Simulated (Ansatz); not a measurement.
# Ga (P-1) in Ansatz: a series of runs

The runs below take Ga through single point, with PBEsol.

Everything below comes from runs of Ansatz 0.2.0. Logs are shortened: lines on timing, memory, paths and dates and some standing lists are left out, and cuts for length are marked.

## 1. The structure

The typed cell holds 2 atoms: a = 2.779 Å, b = 3.282 Å, c = 4.210 Å, α = 89.27°, β = 108.61°, γ = 92.29°.

This isn't the form of Ga at room conditions, which is orthorhombic.

## 2. Single point, PBEsol, 18.18 Å³/atom

input.yaml

```yaml
crystal:
  lattice:
    - [2.7784220849, -0.0555684417, 0.0]
    - [-0.0656321758, 3.28160879, 0.0]
    - [-1.3434310986, 0.026868622, 3.9902731763]
  atoms:
    - { symbol: Ga, position: [0.13459627, 0.75, 0.77016683] }
    - { symbol: Ga, position: [0.86540373, 0.25, 0.22983317] }
hamiltonian:
  xc: pbesol
  pseudopotentials: { kind: paw }
kpoints:
  mp_grid: { grid: [8, 7, 6] }
scf:
  occupations: { method: fermi_dirac, width: 0.05 }
output:
  forces: true
  stress: true
  eigenvalues: true
```

Potentials or basis: Ansatz PAW.

The run is started by

```bash
$ ansatz run input.yaml --threads 2 --pin off --max-ram 5632MiB --backend cpu --events-out ev --progress --plain --runs-dir out
```

Log:

```text
Warning: RAYON_NUM_THREADS=2 ignored (pool sized by the plan → 2); use --threads N
Engine: ansatz 0.2.0, x86_64-unknown-linux-gnu
Pseudopotentials: kind: paw
Pseudopotential: Ga, paw, valence charge 13, recommended cutoff 420 eV (normal), Ga.paw.azcp
Functional definition: PBEsol
  exchange = pbesol_x
  correlation = pbesol_c
Crystal: 2 atoms, lattice volume = 36.368 Å³
Basis set: ecut = 420 eV, 699 PW (Γ), exchange–correlation on 40×48×60 points (8 copies of the dense FFT grid, shifted against one another)
Bands: 17, of which v1, the nominal top of the filled ones, is band 13 counted from 1 (12 counted from 0)
Symmetry: 2 space group operations
Space group: P-1 (ITA 2), of the structure as read, at distance tolerance 3.3e-5 Å
k-points: 170 of 336
Non-local potential: Ga, projectors of the file, l = 0: 2, l = 1: 2, l = 2: 3, l = 3: 1
PAW form: soft (Blöchl's): semilocal exchange-correlation on the pseudo side does not see the compensation charge
PAW frozen core: Ga, regenerated for the run's functional, and the local potential with it (the file was generated under x = pbe(κ = 0.804, μ = 0.2195149727645171), c = pbe(β = 0.06672455060314922))
PAW one-centre angular grid: Ga, 590 points (default); XC on 64 Gauss nodes
Initial density: superposition of atomic densities (neutral atoms: chi_scale 0, normalization atom), corrected by the library's trained network
Initial wavefunctions: pseudopotential atomic-orbital guess
Functional: x = pbesol(κ = 0.804, μ = 0.12345679012345678), c = pbesol(β = 0.046)
SCF iter   1: F=—  HF=-7486.368254 eV  |F-HF|=—  |Δ(HF+E_count)|=         —  Δρ=2.49e-3  dr2=1.59e-3  ethr=1.77e-3  ⟨swp⟩=5.5  Hψ=13399  notcnv=0
preconditioner: auto → Kerker (q_TF=auto, 2.580 Å⁻¹)  [metal: Δε(μ)=0.012 eV  Ē_g=17.232 eV  σ=0.050 eV  W_gap=0.06  n_scr=12 (ndim 8)  ℏωp=31.4 eV  f_vac=0.000  D(μ)=1.03/eV (n_scr^D=4)]
SCF iter   2: F=—  HF=-7486.366920 eV  |F-HF|=—  |Δ(HF+E_count)|=   1.33e-3  Δρ=1.30e-3  dr2=5.81e-4  ethr=6.11e-6  ⟨swp⟩=2.1  Hψ=5983  notcnv=0
SCF iter   3: F=—  HF=-7486.366839 eV  |F-HF|=—  |Δ(HF+E_count)|=   8.16e-5  Δρ=4.87e-4  dr2=1.40e-4  ethr=2.23e-6  ⟨swp⟩=1.1  Hψ=2893  notcnv=0
SCF iter   4: F=—  HF=-7486.366804 eV  |F-HF|=—  |Δ(HF+E_count)|=   3.43e-5  Δρ=1.26e-4  dr2=9.98e-6  ethr=5.37e-7  ⟨swp⟩=2.0  Hψ=3276  notcnv=0
SCF iter   5: F=—  HF=-7486.366804 eV  |F-HF|=—  |Δ(HF+E_count)|=   4.82e-7  Δρ=7.77e-5  dr2=1.15e-6  ethr=3.84e-8  ⟨swp⟩=2.0  Hψ=5097  notcnv=0
SCF iter   6: F=—  HF=-7486.366803 eV  |F-HF|=—  |Δ(HF+E_count)|=   7.66e-7  Δρ=5.02e-5  dr2=3.63e-7  ethr=4.44e-9  ⟨swp⟩=2.0  Hψ=5100  notcnv=0
SCF iter   7: F=-7486.366803 eV  HF=-7486.366803 eV  |F-HF|=9.50e-8  |Δ(HF+E_count)|=   1.41e-7  Δρ=1.90e-5  dr2=5.73e-8  ethr=3.85e-10  ⟨swp⟩=3.1  Hψ=12094  notcnv=0
SCF 1 converged in 7 iterations: F = -7486.366803 eV  dr2 = 5.73e-8
SCF converged after 7 iterations
Free energy (F): -7486.366803 eV
Harris-Foulkes:  -7486.366803 eV  (|F-HF|=9.50e-8)
Internal energy: -7486.358579 eV  (E = F + TS)
E sigma→0 (E₀):  -7486.362691 eV
Entropy (-TS):   -0.008224 eV (-4.112 meV/atom)
Fermi energy:    10.124742 eV
--- Per-component energies (eV) ---
  E_band       = -64.692545
  E_kinetic    = 230.826842
  E_local      = -3565.705655  (includes V_loc(G=0)·N_el)
  E_nonlocal   = 847.084258
  E_hartree    = 1676.323958
  E_xc         = -138.187603
  E_vxc        = -117.358930  (∫ρ·V_xc dr)
  E_paw        = -3892.926972  (= ΣΔE_a)
  E_vpaw       = -812.205957  (= ΣTr[D̂ρ^β])
  E_aug_tail   = -0.000218  (compensation charges beyond the density's cutoff)
  E_ewald      = -2645.499146
  E_core_change = 1.725956  (= ΣΔE_core)
  E_smearing   = -0.008224  (= −TS)
  E_closure    = -0.000000  (closes the sum)
  Σ components = -7486.366803   (vs F -7486.366803, Δ=0.00e0)
--- Forces (eV/Å), atoms counted from 1 ---
  atom   1  Ga     0.00804673     0.00519969    -0.11064321
  atom   2  Ga    -0.00804673    -0.00519969     0.11064321
  max |Σ_I F_I| component: 0.00e0 eV/Å
--- Stress (GPa, compression-positive) ---
       -2.482237      -1.019144      -0.041549
       -1.019144       0.416834       1.186554
       -0.041549       1.186554       0.594524
  P = ⅓ Tr σ = -0.4903 GPa (-4.903 kbar)
--- Band table (eV; the first three rows and the last of 170) ---
  k-point 0: bands = ["-5.1171", "-5.1061", "-5.0502", "-5.0426", "-4.7825", "-4.7817", "-4.7248", "-4.7189", "-4.7128", "-4.5727", "-1.3951", "7.9274", "8.5599", "11.8323", "15.6143", "19.1939", "20.3350"]
  k-point 1: bands = ["-5.1289", "-5.0746", "-5.0639", "-4.9889", "-4.8136", "-4.7962", "-4.7319", "-4.7048", "-4.6912", "-4.6110", "-1.1343", "5.3729", "11.4342", "12.1361", "16.0051", "18.2797", "18.9186"]
  k-point 2: bands = ["-5.1636", "-5.0049", "-4.9870", "-4.9414", "-4.8480", "-4.8180", "-4.7849", "-4.7180", "-4.6844", "-4.6474", "-0.3564", "3.0077", "13.0150", "14.3415", "16.6091", "17.4150", "17.4852"]
  k-point 169: bands = ["-5.1066", "-5.0835", "-5.0038", "-4.9501", "-4.8336", "-4.8066", "-4.7335", "-4.7162", "-4.6068", "-4.5893", "6.2966", "7.6439", "7.7776", "9.1222", "11.0692", "12.3610", "15.6557"]
```

Run time: 3.9 s. Hardware: 2 threads of Intel Xeon Platinum 8375C at 2.90GHz (Ice Lake), shared host; peak memory 0.42 GiB.

Results:

| Property | Result |
| --- | --- |
| Free energy | -7486.3668 eV |
| Pressure | -0.5 GPa |
| Largest force | 0.111 eV/Å |
| Band gap on the k mesh | none (metal or under the smearing width) |

Caveat: the PAW data sets come from PBE, with cores solved anew for the run's functional, which leaves a small shift of forces and pressure.

## 3. Single point, PBEsol, 18.19 Å³/atom

Edit input.yaml of step 2 so:

```diff
@@ -2,5 +2,5 @@
   lattice:
-    - [2.7784220849, -0.0555684417, 0.0]
-    - [-0.0656321758, 3.28160879, 0.0]
-    - [-1.3434310986, 0.026868622, 3.9902731763]
+    - [2.7784220849, -0.0277842208, 0.0]
+    - [-0.0328160879, 3.28160879, 0.0]
+    - [-1.3434310986, 0.013434311, 3.9902731763]
   atoms:
@@ -19 +19,5 @@
   eigenvalues: true
+  write_density: true
+  write_potential: true
+  elf: true
+  volumetric_format: npy
```

Potentials or basis: Ansatz PAW.

The run is started by

```bash
$ ansatz run input.yaml --threads 2 --pin off --max-ram 5632MiB --backend cpu --events-out ev --progress --plain --runs-dir out
```

Run time: 5 s. Hardware: 2 threads of Intel Xeon Platinum 8375C at 2.90GHz (Ice Lake), shared host; peak memory 0.43 GiB.

The run converged. Its results:

| Property | Result |
| --- | --- |
| Free energy | -7486.3634 eV |
| Pressure | -0.6 GPa |
| Largest force | 0.100 eV/Å |
| Band gap on the k mesh | none (metal or under the smearing width) |

Caveat: the PAW data sets come from PBE, with cores solved anew for the run's functional, which leaves a small shift of forces and pressure.
